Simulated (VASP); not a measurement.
# Ca4F (Pm-3m) in VASP: notebook, part 2 of 2

VASP 6.6.1. The steps go on from the part before.

### 3 Relaxation of cell and atoms, PBE (species swapped into the Mn4N type (Pm-3m, No. 221))

Contents of INCAR:

```
  ALGO = Fast
  EDIFF = 1E-6
  EDIFFG = -0.01
  ENCUT = 600
  GGA = PE
  IBRION = 2
  ISIF = 3
  ISMEAR = 0
  LASPH = T
  LCHARG = F
  LREAL = F
  LWAVE = F
  NELM = 80
  NSW = 100
  PREC = Accurate
  SIGMA = 0.1
```

Contents of KPOINTS:

```
k-points
0
Gamma
  8 8 8
```

Contents of POSCAR:

```
Ca4F
1.0
    5.4231426493      0.0000000000      0.0000000000
    0.0000000000      5.4231426493      0.0000000000
    0.0000000000      0.0000000000      5.4231426493
Ca F
4 1
Direct
    0.0000000000      0.0000000000      0.0000000000
    0.5000000000      0.5000000000      0.0000000000
    0.5000000000      0.0000000000      0.5000000000
    0.0000000000      0.5000000000      0.5000000000
    0.5000000000      0.5000000000      0.5000000000
```

Potentials or basis: VASP PAW PBE potentials, release 64 (Ca_sv, F).

Launch:

```sh
cat potpaw_PBE.64/Ca_sv/POTCAR potpaw_PBE.64/F/POTCAR > POTCAR
mpirun -np 1 vasp_std > vasp.out
```

OUTCAR:

```text
EDIFF = 1E-6
   EDIFFG = -0.01
   ENCUT = 600
   GGA = PE
   IBRION = 2
   ISIF = 3
   ISMEAR = 0
   LASPH = T
   LREAL = F
   NELM = 80
   NSW = 100
   PREC = Accurate

 ion  position               nearest neighbor table
   1  0.000  0.000  0.000-
   2  0.500  0.500  0.000-
   3  0.500  0.000  0.500-
   4  0.000  0.500  0.500-
   5  0.500  0.500  0.500-

  LATTYP: Found a simple cubic cell.
 ALAT       =     5.4231426493

  Lattice vectors:

 A1 = (   5.4231426493,   0.0000000000,   0.0000000000)
 A2 = (   0.0000000000,   5.4231426493,   0.0000000000)
 A3 = (   0.0000000000,   0.0000000000,   5.4231426493)

Analysis of symmetry for initial positions (statically):
=====================================================================
 Subroutine PRICEL returns:
 Original cell was already a primitive cell.

 Routine SETGRP: Setting up the symmetry group for a
 simple cubic supercell.

 Subroutine GETGRP returns: Found 48 space group operations
 (whereof 48 operations were pure point group operations)
 out of a pool of 48 trial point group operations.

The static configuration has the point symmetry O_h .

Analysis of symmetry for dynamics (positions and initial velocities):
=====================================================================
 Subroutine PRICEL returns:
 Original cell was already a primitive cell.

 Routine SETGRP: Setting up the symmetry group for a
 simple cubic supercell.

 Subroutine GETGRP returns: Found 48 space group operations
 (whereof 48 operations were pure point group operations)
 out of a pool of 48 trial point group operations.

The dynamic configuration has the point symmetry O_h .

 Subroutine INISYM returns: Found 48 space group operations
 (whereof 48 operations are pure point group operations),
 and found     1 'primitive' translations

[... 124 lines left out ...]
   LORBIT       =      0    0 simple, 1 ext, 2 COOP (PROOUT), +10 PAW based schemes
   GGA     = PE    functional components
   LHFCALC =     F    Hartree Fock is set to
   AEXX    =    0.0000 exact exchange contribution
   IVDW    =     0    specifies the selected vdW correction
   LEPSILON=     F    determine dielectric tensor
   LRPA    =     F    only Hartree local field effects (RPA)
 conjugate gradient relaxation of ions
 non-spin polarized calculation
 RMM-DIIS sequential band-by-band and
 Gauss-broadening in eV      SIGMA  =   0.10
  energy-cutoff  :      600.00
  volume of cell :      159.50
 maximum number of plane-waves:      5400
 NGX is ok and might be reduce to    48
   NGX = 21   NGY = 21   NGZ = 21

 number of electron      46.9999984 magnetization

 Free energy of the ion-electron system (eV)
  ---------------------------------------------------
  ext. energy  EPLUGINS =         0.00000000
  ---------------------------------------------------
  free energy    TOTEN  =       -14.47157871 eV

  energy without entropy =      -14.45565530  energy(sigma->0) =      -14.46361700

 E-fermi :   2.7362     XC(G=0):  -8.1727

 val. band max:        2.7256168386   @ k =   0.5000   0.5000   0.3750
 cond. band min:       2.7430932277   @ k =   0.5000   0.3750   0.2500
 fundamental gap:      0.0174763891
 Fermi energy:         2.7361730821

 k-point     1 :       0.0000    0.0000    0.0000
  band No.  band energies     occupation
      1     -39.5415      2.00000
      2     -39.5228      2.00000
      3     -39.5228      2.00000
      4     -39.0100      2.00000
      5     -22.4463      2.00000
      6     -20.6202      2.00000
[... 733 lines left out ...]
     27       3.5455      0.00000
     28       4.0778      0.00000

 [... further k-points ...]

------------------------ aborting loop because EDIFF is reached ----------------------------------------

  FORCE on cell =-STRESS in cart. coord.  units (eV):
  Direction    XX          YY          ZZ          XY          YZ          ZX
  --------------------------------------------------------------------------------------
  -------------------------------------------------------------------------------------
  Total        0.0005406      0.0005406      0.0005406      0.0000000     -0.0000000     -0.0000000
  in kB        0.0054299      0.0054299      0.0054299      0.0000000     -0.0000000     -0.0000000
  external PRESSURE =       0.0054299 kB  Pullay stress =       0.0000000 kB

 VOLUME and BASIS-vectors are now :
 -----------------------------------------------------------------------------
  energy-cutoff  :      600.00
  volume of cell :      159.50
      direct lattice vectors                 reciprocal lattice vectors
     5.423142649  0.000000000  0.000000000     0.184394928  0.000000000  0.000000000
     0.000000000  5.423142649  0.000000000     0.000000000  0.184394928  0.000000000
     0.000000000  0.000000000  5.423142649     0.000000000  0.000000000  0.184394928

 POSITION                                       TOTAL-FORCE (eV/Angst)
 -----------------------------------------------------------------------------------
      0.00000      0.00000      0.00000         0.000000      0.000000      0.000000
      2.71157      2.71157      0.00000         0.000000      0.000000      0.000000
      2.71157      0.00000      2.71157         0.000000      0.000000      0.000000
      0.00000      2.71157      2.71157         0.000000      0.000000      0.000000
      2.71157      2.71157      2.71157         0.000000      0.000000      0.000000
 -----------------------------------------------------------------------------------
    total drift:                                0.000000     -0.000000     -0.000000

  FREE ENERGIE OF THE ION-ELECTRON SYSTEM (eV)
  ---------------------------------------------------
  free  energy   TOTEN  =       -14.4715787113 eV

  energy  without entropy=      -14.4556552954  energy(sigma->0) =      -14.46361700

 reached required accuracy - stopping structural energy minimisation
```

OSZICAR:

```text
N       E                     dE             d eps       ncg     rms          rms(c)
DAV:   1     0.530015371809E+03    0.53002E+03   -0.24596E+04  1960   0.172E+03
DAV:   2     0.338022274757E+02   -0.49621E+03   -0.48815E+03  2016   0.482E+02
DAV:   3    -0.735713747132E+01   -0.41159E+02   -0.40180E+02  2520   0.112E+02
[... 12 lines left out ...]
RMM:  16    -0.144715640096E+02   -0.10238E-04   -0.10206E-04  2538   0.246E-02    0.757E-03
RMM:  17    -0.144715694608E+02   -0.54512E-05   -0.59670E-05  2259   0.186E-02    0.135E-02
RMM:  18    -0.144715728673E+02   -0.34066E-05   -0.30811E-05  2163   0.172E-02    0.492E-03
RMM:  19    -0.144715767334E+02   -0.38661E-05   -0.21004E-05  2146   0.158E-02    0.644E-03
RMM:  20    -0.144715789081E+02   -0.21747E-05   -0.13776E-05  1531   0.941E-03    0.919E-03
RMM:  21    -0.144715787113E+02    0.19682E-06   -0.57756E-06  1332   0.708E-03
   1 F= -.14471579E+02 E0= -.14463617E+02  d E =-.144716E+02
```

Run time: 4.6 min. Hardware: 1 thread of Intel Xeon Platinum 8375C at 2.90GHz (Ice Lake), shared host; peak memory 0.4 GiB.

Results:

| Property | Result |
| --- | --- |
| Free energy | -14.4716 eV |
| Pressure after relaxing | 0.0 GPa |
| Band gap on the k mesh | none (metal or under the smearing width) |

Final structure:
```xyz
5
Lattice="5.4231 0.0000 0.0000 0.0000 5.4231 0.0000 0.0000 0.0000 5.4231" Properties=species:S:1:pos:R:3 pbc="T T T"
Ca    0.0000    0.0000    0.0000
Ca    2.7116    2.7116    0.0000
Ca    2.7116    0.0000    2.7116
Ca    0.0000    2.7116    2.7116
F     2.7116    2.7116    2.7116
```

Caveat: the relaxation stopped at its first step, so nothing moved; an odd number of electrons without spin polarisation forces a metal; a magnetic or distorted state may lie lower.

### 4 Single point, PBE (species swapped into the Mn4N type (Pm-3m, No. 221))

Contents of INCAR:

```
  ALGO = Fast
  EDIFF = 1E-7
  ENCUT = 520
  GGA = PE
  ISIF = 2
  ISMEAR = 0
  LASPH = T
  LCHARG = F
  LREAL = F
  LWAVE = F
  NBANDS = 32
  NELM = 100
  PREC = Accurate
  SIGMA = 0.1
```

Contents of KPOINTS:

```
k-points
0
Gamma
  4 4 4
```

POSCAR: that of step 3 with these lines changed.

```diff
@@ -2,5 +2,5 @@
 1.0
-    5.4231426493      0.0000000000      0.0000000000
-    0.0000000000      5.4231426493      0.0000000000
-    0.0000000000      0.0000000000      5.4231426493
+    4.7950964000      0.0000000000      0.0000000000
+    0.0000000000      4.7950964000      0.0000000000
+    0.0000000000      0.0000000000      4.7950964000
 Ca F
```

Launch:

```sh
cat potpaw_PBE.64/Ca_sv/POTCAR potpaw_PBE.64/F/POTCAR > POTCAR
mpirun -np 1 vasp_std > vasp.out
```

It took 65 s on 1 thread of Intel Xeon Platinum 8375C at 2.90GHz (Ice Lake), shared host; peak memory 0.21 GiB.

It converged, with:

- Free energy: -12.5988 eV
- Pressure: 15.5 GPa
- Band gap on the k mesh: none (metal or under the smearing width)

Levels at points of the mesh, in eV from the Fermi level:
```tsv
k point	band 21	band 22	band 23	band 24	band 25	band 26
(0.00, 0.00, 0.00)	-4.38	-1.19	-1.19	-0.25	-0.25	-0.25
(0.50, 0.00, 0.00)	-2.74	-2.25	-0.24	0.56	0.56	0.63
(0.50, 0.50, 0.00)	-1.49	-1.13	-1.13	-0.27	0.81	0.81
(0.50, 0.50, 0.50)	-1.39	-0.71	-0.71	-0.71	0.37	0.37
```

Caveat: so large a pressure means that the cell lies far from this level's equilibrium, or that cutoff or potentials fall short; an odd number of electrons without spin polarisation forces a metal; a magnetic or distorted state may lie lower.

### 5 Single point, PBE (species swapped into the Mn4N type (Pm-3m, No. 221))

Contents of INCAR:

```
SYSTEM = Ca4F
ALGO = Fast ; EDIFF = 1E-6
ENCUT = 520 ; GGA = PE
ISIF = 2 ; ISMEAR = 0
LASPH = .True. ; LCHARG = .False.
LREAL = .False. ; LWAVE = .False.
NBANDS = 32 ; NELM = 100
PREC = Accurate ; SIGMA = 0.1
```

Contents of KPOINTS:

```
k-points
0
Gamma
  4 4 4
  0 0 0
```

POSCAR: that of step 4 with these lines changed.

```diff
@@ -2,5 +2,5 @@
 1.0
-    4.7950964000      0.0000000000      0.0000000000
-    0.0000000000      4.7950964000      0.0000000000
-    0.0000000000      0.0000000000      4.7950964000
+    5.4231426493      0.0000000000      0.0000000000
+    0.0000000000      5.4231426493      0.0000000000
+    0.0000000000      0.0000000000      5.4231426493
 Ca F
```

Launch:

```sh
cat potpaw_PBE.64/Ca_sv/POTCAR potpaw_PBE.64/F/POTCAR > POTCAR
mpirun -np 1 vasp_std > vasp.out
```

Run time: 73 s. Hardware: 1 thread of Intel Xeon Platinum 8375C at 2.90GHz (Ice Lake), shared host; peak memory 0.25 GiB.

The run converged. Its results:

```
Free energy            : -14.4928 eV
Pressure               : 0.0 GPa
Band gap on the k mesh : none (metal or under the smearing width)
```

Levels at points of the mesh, in eV from the Fermi level:
| k point | band 19 | band 20 | band 21 | band 22 | band 23 | band 24 | band 25 | band 26 | band 27 | band 28 |
| --- | --- | --- | --- | --- | --- | --- | --- | --- | --- | --- |
| (0.00, 0.00, 0.00) | -6.79 | -6.79 | -3.87 | -0.59 | -0.59 | 0.33 | 0.33 | 0.33 | 1.38 | 1.45 |
| (0.50, 0.00, 0.00) | -6.81 | -6.81 | -2.55 | -2.24 | 0.11 | 0.53 | 0.53 | 1.00 | 1.09 | 1.09 |
| (0.50, 0.50, 0.00) | -7.07 | -6.83 | -1.57 | -1.25 | -1.25 | -0.62 | 0.84 | 0.84 | 0.84 | 1.43 |
| (0.50, 0.50, 0.50) | -7.08 | -7.08 | -1.08 | -0.55 | -0.55 | -0.55 | -0.19 | -0.19 | -0.19 | 2.03 |

Caveat: an odd number of electrons without spin polarisation forces a metal; a magnetic or distorted state may lie lower.

### 6 Relaxation of cell and atoms, PBE (species swapped into the Mn4N type (Pm-3m, No. 221))

Contents of INCAR:

```
PREC = Accurate
ENCUT = 600
EDIFF = 1E-7
ISMEAR = 0
SIGMA = 0.1
LREAL = F
LASPH = T
NELM = 80
ALGO = Normal
ISIF = 3
LWAVE = F
LCHARG = F
GGA = PE
IBRION = 2
NSW = 90
EDIFFG = -0.04
```

Contents of KPOINTS:

```
regular mesh
0
Gamma
  4 4 4
```

POSCAR: that of step 5 with these lines changed.

```diff
@@ -2,5 +2,5 @@
 1.0
-    5.4231426493      0.0000000000      0.0000000000
-    0.0000000000      5.4231426493      0.0000000000
-    0.0000000000      0.0000000000      5.4231426493
+    4.7950964000      0.0000000000      0.0000000000
+    0.0000000000      4.7950964000      0.0000000000
+    0.0000000000      0.0000000000      4.7950964000
 Ca F
```

Potentials or basis: VASP PAW PBE potentials, release 64 (Ca_sv, F).

Launch:

```sh
cat potpaw_PBE.64/Ca_sv/POTCAR potpaw_PBE.64/F/POTCAR > POTCAR
mpirun -np 1 vasp_std > vasp.out
```

Run time: 73 s. Hardware: 1 thread of Intel Xeon 6975P-C (Granite Rapids), shared host; peak memory 0.26 GiB.

Results (log left out):

- Free energy: -14.4633 eV
- Relaxed volume: 31.80 Å³/atom
- Relaxed cell: a = 5.417 Å, b = 5.417 Å, c = 5.417 Å, α = 90.00°, β = 90.00°, γ = 90.00°
- Space group after relaxing (to 0.05 Å): Pm-3m (No. 221)
- Energy gained by relaxing: 372.3 meV/atom
- Ionic steps: 4
- Pressure after relaxing: 0.0 GPa
- Band gap on the k mesh: none (metal or under the smearing width)

The path:
| step | energy change (eV) | largest force (eV/Å) | pressure (GPa) | volume (Å³) |
| --- | --- | --- | --- | --- |
| 1 | 0.0000 | 0.0000 | 15.47 | 110.25 |
| 2 | -1.7948 | 0.0000 | 2.04 | 147.82 |
| 3 | -1.8513 | 0.0000 | -0.71 | 163.40 |
| 4 | -1.8616 | 0.0000 | -0.03 | 158.99 |

Final structure:
```
Ca F
1.0
     5.41737    0.00000    0.00000
     0.00000    5.41737    0.00000
     0.00000    0.00000    5.41737
Ca F
4 1
Direct
  0.00000 0.00000 0.00000
  0.50000 0.50000 0.00000
  0.50000 0.00000 0.50000
  0.00000 0.50000 0.50000
  0.50000 0.50000 0.50000
```

Levels at points of the mesh, in eV from the Fermi level:
| k point | band 21 | band 22 | band 23 | band 24 | band 25 | band 26 |
| --- | --- | --- | --- | --- | --- | --- |
| (0.00, 0.00, 0.00) | -3.87 | -0.59 | -0.59 | 0.33 | 0.33 | 0.33 |
| (0.50, 0.00, 0.00) | -2.56 | -2.24 | 0.11 | 0.53 | 0.53 | 0.99 |
| (0.50, 0.50, 0.00) | -1.57 | -1.25 | -1.25 | -0.62 | 0.84 | 0.84 |
| (0.50, 0.50, 0.50) | -1.08 | -0.55 | -0.55 | -0.55 | -0.19 | -0.19 |

Caveat: the volume moved by over 15 % at a fixed basis, so the end points are rough; an odd number of electrons without spin polarisation forces a metal; a magnetic or distorted state may lie lower.

### 7 Summary

```csv
task,cell,k mesh,cutoff (eV),gap on the mesh (eV),pressure (GPa)
single point,"species swapped into the Mn4N type (Pm-3m, No. 221)",8 × 8 × 8,520,none,0.0
relaxation of cell and atoms,"relaxed from: species swapped into the Mn4N type (Pm-3m, No. 221)",8 × 8 × 8,600,none,0.0
single point,"species swapped into the Mn4N type (Pm-3m, No. 221)",4 × 4 × 4,520,none,0.0
relaxation of cell and atoms,"relaxed from: species swapped into the Mn4N type (Pm-3m, No. 221)",4 × 4 × 4,600,none,0.0
```

Alike in all rows: level PBE; potentials or basis VASP PAW PBE potentials, release 64 (Ca_sv, F); no spin polarisation; smearing gaussian 0.1 eV.

Caveats: an odd number of electrons without spin polarisation forces a metal; a magnetic or distorted state may lie lower; the relaxation stopped at its first step, so nothing moved (some runs); the volume moved by over 15 % at a fixed basis, so the end points are rough (some runs).

Absolute energies hang on the potentials; compare differences alone.
